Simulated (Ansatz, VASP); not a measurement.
**Co in VASP and in Ansatz**

File INCAR:

```
  PREC = Accurate
  ENCUT = 520
  EDIFF = 1E-7
  ISMEAR = -1
  SIGMA = 0.05
  LREAL = F
  LASPH = T
  NELM = 150
  ALGO = Fast
  ISIF = 2
  LWAVE = F
  LCHARG = F
  ISPIN = 2
  MAGMOM = 2 2 2 2
  LORBIT = 11
  LMAXMIX = 4
  GGA = PE
  IVDW = 13
  NBANDS = 30
```

The input KPOINTS:

```
Automatic mesh
0
Gamma
  12 12 4
```

Contents of POSCAR:

```
Co
1.0
    2.4371717178      0.0000000000      0.0000000000
   -1.2185858589      2.1106526210      0.0000000000
    0.0000000000      0.0000000000      7.9789199430
Co
4
Direct
    0.6666666667      0.3333333333      0.7500000000
    0.0000000000      0.0000000000      0.5000000000
    0.3333333333      0.6666666667      0.2500000000
    0.0000000000      0.0000000000      0.0000000000
```

input.yaml

```yaml
crystal:
  lattice:
    - [2.4371717178, 0.0, 0.0]
    - [-1.2185858589, 2.110652621, 0.0]
    - [0.0, 0.0, 7.978919943]
  atoms:
    - { symbol: Co, position: [0.6666666667, 0.3333333333, 0.75], spin: 2.0 }
    - { symbol: Co, position: [0.0, 0.0, 0.5], spin: 2.0 }
    - { symbol: Co, position: [0.3333333333, 0.6666666667, 0.25], spin: 2.0 }
    - { symbol: Co, position: [0.0, 0.0, 0.0], spin: 2.0 }
hamiltonian:
  xc: pbe
  pseudopotentials: { kind: paw }
  dispersion: d4
magnetization:
  spin_polarized: true
kpoints:
  mp_grid: { grid: [12, 12, 4] }
scf:
  occupations: { method: fermi_dirac, width: 0.05 }
output:
  forces: true
  stress: true
  eigenvalues: true
  write_density: true
  write_potential: true
  elf: true
  volumetric_format: npy
```

Alike in both runs: task single point; functional PBE; dispersion D4; k mesh 12 × 12 × 4; occupations fermi-dirac, width 0.05 eV; collinear spin.

|  | VASP | Ansatz |
| --- | --- | --- |
| version | VASP 6.6.1 | Ansatz 0.2.0 |
| potentials or method | VASP PAW PBE potentials, release 64 (Co) | Ansatz PAW |
| plane-wave cutoff (eV) | 520 | 420 |
| valence electrons in the cell | 36 | 68 |

|  | VASP | Ansatz | Ansatz less VASP |
| --- | --- | --- | --- |
| gap on the k mesh at the Fermi level (eV) | none | none | - |
| pressure (GPa) | 7.0 | 8.2 | +1.20 |
| largest component of the traceless stress (GPa) | 2.60 | 2.71 | +0.109 |
| net moment per atom (μB) | 1.59 | 1.60 | +0.012 |
| size of the moment on the site where the two differ most (μB) | 1.61 | 1.68 | +0.071 |
| dispersion energy (meV/atom) | -450.9 | -450.9 | -0.06 |

Site moments also hang on the region over which each program counts them. A gap of «none» marks a metal or a gap that the smearing closes. The two sets of potentials don't hold the same shells in valence.

Caveats: pairwise dispersion overbinds metals, which lowers pressure and volume.
